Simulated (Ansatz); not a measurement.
# Squeezing Fe (simple hexagonal type)

```yaml
crystal:
  lattice:
    - [2.47931, 0.00000, 0.00000]
    - [-1.23966, 2.14715, 0.00000]
    - [0.00000, 0.00000, 2.38124]
  atoms:
    - { symbol: Fe, position: [0.00000, 0.00000, 0.00000] }
```

The cell comes from a relaxation on PAW files under the same functional, begun from a prototype that needn't be the stable phase.

Its volume is scaled, and at each volume shape and atoms are relaxed on PAW files; all methods then take that cell.

Computed with Ansatz 0.2.0; functional PBE, scalar-relativistic. Settings: a Γ-centred 18×18×16 k mesh, Fermi–Dirac smearing of 0.08 eV, spin-polarised from start moments Fe 2.5 μB. Methods: LAPW: all electrons, basis error target 1 meV/atom; PAW: frozen-core files, cutoff 420 eV; crystal datasets: all electrons, by PAW datasets that the program makes for each cell; norm-conserving: pseudopotentials, cutoff 1225 eV; PAW (cutoff 250 eV): frozen-core files, cutoff 250 eV.

Energies are extrapolated to zero smearing and count from the unscaled cell; pressure is positive in compression; gaps take the mesh and a band path. No temperature or zero-point motion is included.

Other magnetic orders may lie lower.

| V/V0 | V (Å³/atom) | P LAPW (GPa) | ΔE LAPW (eV/atom) | P PAW − LAPW (GPa) | ΔE PAW − LAPW (meV/atom) | moment (μB/cell) | space group | shortest distance (Å) |
| --- | --- | --- | --- | --- | --- | --- | --- | --- |
| 1.00 | 12.68 | -0.18 | 0.000 | 0.18 | 0.0 | 2.45 | P6/mmm | 2.381 |
| 0.90 | 11.41 | 15.30 | 0.052 | 0.14 | 1.7 | 2.09 | P6/mmm | 2.301 |
| 0.80 | 10.14 | 47.4 | 0.288 | -0.08 | 2.1 | 1.82 | P6/mmm | 2.203 |
| 0.70 | 8.87 | 88.1 | 0.833 | -0.13 | -5.8 | 0.46 | P6/mmm | 2.033 |
| 0.60 | 7.61 | 203.3 | 1.927 | 0.05 | -6.6 | 0.00 | P6/mmm | 1.942 |
| 0.50 | 6.34 | 445.3 | 4.368 | 0.14 | -6.0 | 0.00 | P6/mmm | 1.832 |
| 0.40 | 5.07 | 994.4 | ? | -5.35 | -15.4 | 0.00 | P6/mmm | 1.704 |

Question: Fill in "ΔE LAPW (eV/atom)" for the row "0.40".

Answer: 9.747.

Question: From the table, what is the rise of the enthalpy H = E + pV up to the last row, and how stiff is the crystal between the last two rows?

Answer: ΔH = 9.747 eV + (994.4 GPa × 5.07 Å³ + 0.18 GPa × 12.68 Å³) × 0.006242 eV/(GPa·Å³) = 41.23 eV/atom, of which pV makes 76 %. The mean bulk modulus there is −ΔP/Δln V = 2460 GPa.

Question: At the smallest volume, how far do crystal datasets and norm-conserving and PAW (cutoff 250 eV) lie from LAPW in pressure?

Answer: crystal datasets: 0.00 GPa; norm-conserving: -17.78 GPa; PAW (cutoff 250 eV): +58.37 GPa, on a LAPW pressure of 994.4 GPa.

Question: How do the Löwdin populations by LAPW change from the unscaled cell to the last row?

Answer: Fe 3s 1.98 → 1.91, Fe 4s 0.96 → 0.64, Fe 3d 6.84 → 7.37 electrons an atom. These are projections on the shells that the free atoms fill; 0.22 e a cell lies outside them at the start and 0.11 e at the end.

Question: Where is the magnetism lost?

Answer: By V/V0 = 0.60 (203.3 GPa) the moment has died away, since the bands widen under compression.
